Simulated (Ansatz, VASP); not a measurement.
One calculation of MgS, two programs

Contents of INCAR:

```
  ALGO = Normal
  EDIFF = 1E-7
  ENCUT = 520
  GGA = PE
  ISIF = 2
  ISMEAR = 0
  LASPH = T
  LCHARG = T
  LELF = T
  LREAL = F
  LVHAR = T
  LWAVE = F
  NBANDS = 11
  NELM = 60
  PREC = Accurate
  SIGMA = 0.05
```

File KPOINTS:

```
k-points
0
Gamma
  8 8 8
```

POSCAR

```
MgS
1.0
    0.0000000000      2.4715675000      2.6016500000
    2.4715675000      0.0000000000      2.6016500000
    2.4715675000      2.4715675000      0.0000000000
Mg S
1 1
Direct
    0.0000000000      0.0000000000      0.0000000000
    0.5000000000      0.5000000000      0.5000000000
```

Input for Ansatz:

```yaml
crystal:
  lattice:
    - [0.0, 2.4715675, 2.60165]
    - [2.4715675, 0.0, 2.60165]
    - [2.4715675, 2.4715675, 0.0]
  atoms:
    - { symbol: Mg, position: [0.0, 0.0, 0.0] }
    - { symbol: S, position: [0.5, 0.5, 0.5] }
basis:
  ecutwfc: 420
kpoints:
  mp_grid: { grid: [8, 8, 8] }
hamiltonian:
  xc: pbe
scf:
  occupations: { method: gaussian, width: 0.05 }
output:
  forces: true
  stress: true
  eigenvalues: true
```

Change from the starting cell: strain -0.050 along x and y, +0.000 along z, atoms carried along.

Alike in both runs: task single point; functional PBE; k mesh 8 × 8 × 8; occupations gaussian, width 0.05 eV; no spin polarisation.

|  | VASP | Ansatz |
| --- | --- | --- |
| version | VASP 6.6.1 | Ansatz 0.2.0 |
| potentials or method | VASP PAW PBE potentials, release 64 (Mg, S) | scalar-relativistic, plane waves, PAW |
| plane-wave cutoff (eV) | 520 | 420 |
| valence electrons in the cell | 8 | 16 |

VASP gave:

- gap on the k mesh at the Fermi level (eV): 2.78
- least direct gap on the mesh (eV): 4.44
- pressure (GPa): 11.3
- largest component of the traceless stress (GPa): 5.73

Problem. What did Ansatz give for the same quantities?

Solution. gap on the k mesh at the Fermi level (eV): 2.79; least direct gap on the mesh (eV): 4.45; pressure (GPa): 11.6; largest component of the traceless stress (GPa): 5.73.

The two sets of potentials don't hold the same shells in valence.

A k mesh can miss the band edges.
